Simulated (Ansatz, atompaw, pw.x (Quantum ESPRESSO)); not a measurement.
**hafnium: one change to the PAW (atompaw) potential, in the atom and in the fcc crystal**

atompaw 4.2.0.5 input, output lines left out:

```
Hf 72
GGA-PBE scalarrelativistic loggrid 2001 logderivrange -7 5 301
6 6 5 4 0 0
6 1 0
5 2 2
0 0 0
c
c
c
c
v
v
c
c
c
v
v
c
c
v
c
2
3.00 2.20 2.75 2.85
n
n
y
4.35
n
custom rrkj gramschmidtortho besselshape
3 0 troulliermartins
2.00
2.20
1.80
3.00
3.00
3.00
```

Change: local potential bessel scheme, radius 2.75 bohr.

Cutoffs, loose and tight: the cutoffs (Ry, on a coarse ladder) from which the occupation-weighted sum of valence levels, in a spherical-Bessel basis at the reference potential, stays within 10 and 1 mRy of its value at 400 Ry. They see the waves and projectors alone, not the compensation charge or the core.

Crystal test: fcc Hf in pw.x 7.5, no spin, 13³ k-points, Fermi–Dirac smearing 0.01 Ry, cutoffs set for each file from its atomic test. The reference is all-electron LAPW (Ansatz 0.2.0) with the same functional, mesh and smearing; V0 and B0 come from Birch–Murnaghan fits to the pressures at five volumes. Errors are pseudo minus all-electron; Δ is the rms difference of the E(V) curves that follow from these fits, minima aligned, over ±6 % about the mean V0. Mesh and smearing are coarse, so the numbers serve the comparison and aren't converged zero-temperature values; the lattice is a test structure that the element need not adopt.

All-electron: a0 = 4.490 Å (V0 = 22.63 Å³/atom), B0 = 101.6 GPa.

Q: Does the change bring the crystal closer to the all-electron result?

A: The mean pressure error goes from +1.29 to +23.03 GPa, so the change moves the solid further from the all-electron pressures.

```json
{"quantity": "outcome (atom)", "base": "generated", "changed": "generated"}
{"quantity": "cutoff, loose (atom)", "base": "25 Ry", "changed": "25 Ry"}
{"quantity": "cutoff, tight (atom)", "base": "45 Ry", "changed": "45 Ry"}
{"quantity": "bound ghosts (atom)", "base": "none", "changed": "none"}
{"quantity": "cutoffs in pw.x (Ry)", "base": "55/550", "changed": "55/550"}
{"quantity": "a0 (Å)", "base": "4.508", "changed": "–"}
{"quantity": "a0 error (%)", "base": "+0.41", "changed": "–"}
{"quantity": "B0 error (%)", "base": "+1.6", "changed": "–"}
{"quantity": "Δ (meV/atom)", "base": "6.3", "changed": "–"}
{"quantity": "mean pressure error (GPa)", "base": "+1.29", "changed": "+23.03"}
```

A dash: not determined, or the minimum lies outside the volumes sampled.

Changed file: This is a poor potential for the solid. The atomic cutoffs weigh occupied waves only.
